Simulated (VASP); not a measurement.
A run of VASP 6.6.1:

File INCAR:

```
SYSTEM = Ir
ALGO     = Normal         ! electronic algorithm
EDIFF    = 1E-7           ! SCF threshold, eV
ENCUT    = 520            ! plane-wave cutoff, eV
GGA      = PS             ! functional
ISIF     = 2              ! what is computed and relaxed
ISMEAR   = -1             ! smearing method
LASPH    = .True.         ! aspherical terms in the spheres
LCHARG   = .False.        ! write CHGCAR
LREAL    = .False.        ! projectors in reciprocal space
LWAVE    = .False.        ! write WAVECAR
NBANDS   = 16             ! bands
NELM     = 80             ! most SCF steps
PREC     = Accurate       ! precision mode
SIGMA    = 0.05           ! smearing width, eV
```

Contents of KPOINTS:

```
k-points
0
Gamma
  11 11 6
  0 0 0
```

Contents of POSCAR:

```
Ir
1.0
    2.7513778946      0.0000000000      0.0000000000
   -1.3756889473      2.3827631521      0.0000000000
    0.0000000000      0.0000000000      4.4622900000
Ir
2
Direct
    0.3333333333      0.6666666667      0.2500000000
    0.6666666667      0.3333333333      0.7500000000
```

Potentials or basis: VASP PAW PBE potentials, release 64 (Ir).

The run is started by

```bash
$ cat potpaw_PBE.64/Ir/POTCAR > POTCAR
$ mpirun -np 1 vasp_std > vasp.out
```

Hardware: 1 thread of Intel(R) Xeon(R) Platinum 8375C CPU @ 2.90GHz (Ice Lake) (shared host).

Question: How long does it take, and how much memory?

Answer: Run time: 42 s on 1 thread of Intel(R) Xeon(R) Platinum 8375C CPU @ 2.90GHz (Ice Lake), on a shared host, peak memory 0.15 GiB. Counts: scf iterations 13, k points 64.
